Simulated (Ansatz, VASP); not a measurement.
## Two plane-wave programs on InPd

```
In Pd
1.0
     3.38244    0.00000    0.00000
     0.00000    3.38244    0.00000
     0.00000    0.00000    3.15091
In Pd
1 1
Direct
  0.98923 0.00000 0.00000
  0.51162 0.50000 0.50000
```

Change from the starting cell: mode 4 frozen in at -0.038 Å, strain +e along z and -e/2 along x and y -0.0467.

Alike in both runs: task single point; functional PBE; k mesh 14 × 14 × 14; occupations gaussian, width 0.15 eV; no spin polarisation.

|  | VASP | Ansatz |
| --- | --- | --- |
| version | VASP 6.6.1 | Ansatz 0.2.0 |
| potentials or method | VASP PAW PBE potentials, release 64 (In_d, Pd) | scalar-relativistic, plane waves, PAW |
| plane-wave cutoff (eV) | 520 | 420 |
| valence electrons in the cell | 23 | 31 |

```csv
,VASP,Ansatz,Ansatz less VASP
gap on the k mesh at the Fermi level (eV),none,none,-
pressure (GPa),0.6,0.6,+0.01
largest component of the traceless stress (GPa),1.70,1.70,+0.004
rms of the force components (eV/Å),0.163,0.160,-0.0028
```

Atom by atom the forces differ by 0.003 eV/Å (rms over components). A gap of «none» marks a metal or a gap that the smearing closes. The two sets of potentials don't hold the same shells in valence.
